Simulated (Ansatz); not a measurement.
An Ansatz (a program for electronic structure) input (PBE (Ansatz), spin-orbit coupling left out, earlier PAW set):

Ansatz 0.2 input:
```yaml
crystal:
  lattice:
    - [5.1892986933, 0, 0]
    - [0, 5.2418000373, 0]
    - [-0.9034370412, 0, 5.4972109859]
  atoms:
    - { symbol: Zr, position: [0.2757145647, 0.0438410325, 0.2101631833] }
    - { symbol: Zr, position: [0.7242854353, 0.5438410325, 0.2898368167] }
    - { symbol: Zr, position: [0.7242854353, 0.9561589675, 0.7898368167] }
    - { symbol: Zr, position: [0.2757145647, 0.4561589675, 0.7101631833] }
    - { symbol: O, position: [0.0648833204, 0.3261345295, 0.3502150384] }
    - { symbol: O, position: [0.9351166796, 0.8261345295, 0.1497849616] }
    - { symbol: O, position: [0.9351166796, 0.6738654705, 0.6497849616] }
    - { symbol: O, position: [0.0648833204, 0.1738654705, 0.8502150384] }
    - { symbol: O, position: [0.4510876884, 0.7567368548, 0.4752830415] }
    - { symbol: O, position: [0.5489123116, 0.2567368548, 0.0247169585] }
    - { symbol: O, position: [0.5489123116, 0.2432631452, 0.5247169585] }
    - { symbol: O, position: [0.4510876884, 0.7432631452, 0.9752830415] }
basis: { ecutwfc: 420, ecutrho_ratio: 4, xc_grid: 2, fft_grid_basis: typed }
kpoints: { mp_grid: { grid: [5, 5, 5] } }
hamiltonian:
  xc: pbe
  dispersion: none
  pseudopotentials: { azcp: { folder: ./paw }, kind: paw }
scf: { occupations: { method: fermi_dirac, width: 0.05 }, convergence: { dr2_threshold: 0.0000000012 } }
relax: { f_tol: 0.005, max_steps: 50 }
output: { forces: true, stress: true }
checkpoint: { write: state.ck, write_every: 1000 }
```

Which symmetry and how many k-points will the program report, and about how many plane waves at Γ?

Space group P21/c (ITA 14) with 4 operations, k-points 39 of 125, and 2955 plane waves at Γ.

And the final pressure?

-5.60 GPa (compression positive).

The cells carry an imposed strain or load. Stability against distortions was not tested. The cell was made from ZrO$_{2}$ (space group P2_1/c, No. 14) by this change: uniaxial strain ε_zz = +3.67 %.
